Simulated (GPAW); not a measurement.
Crystal: ZnO (zincite).

```
Zn O
1.0
     3.24931    0.00000    0.00000
    -1.62465    2.81398    0.00000
     0.00000    0.00000    5.20571
Zn O
2 2
Direct
  0.66667 0.33333 0.00000
  0.33333 0.66667 0.50000
  0.33333 0.66667 0.87901
  0.66667 0.33333 0.37901
```

Base run:

* Program: GPAW 26.7.0
* Functional: PBE
* Potentials or basis: GPAW PAW data sets (gpaw-data 1.2.1)
* Cutoff: 800 eV
* Basis: pw
* k mesh: 6 × 6 × 3
* Occupations: fermi-dirac, width 0.05 eV
* Spin: no spin polarisation

Its results: band gap on the k mesh 0.79 eV, direct; largest force 0.073 eV/Å.

Task: After a change of settings the same cell gave: band gap on the k mesh 0.99 eV, direct; largest force 0.079 eV/Å. Which change was it?
A. functional from PBE to WC; potentials or basis from GPAW PAW data sets (gpaw-data 1.2.1) to PAW data sets generated in the run's folder for this functional
B. functional from PBE to TASK; band points from 80 to 60
C. functional from PBE to optPBE-vdW

Result: C.

Caveats: the PAW data sets were made with another functional, which shifts forces and pressure a little (some runs).

Not every run made on this cell is shown here.
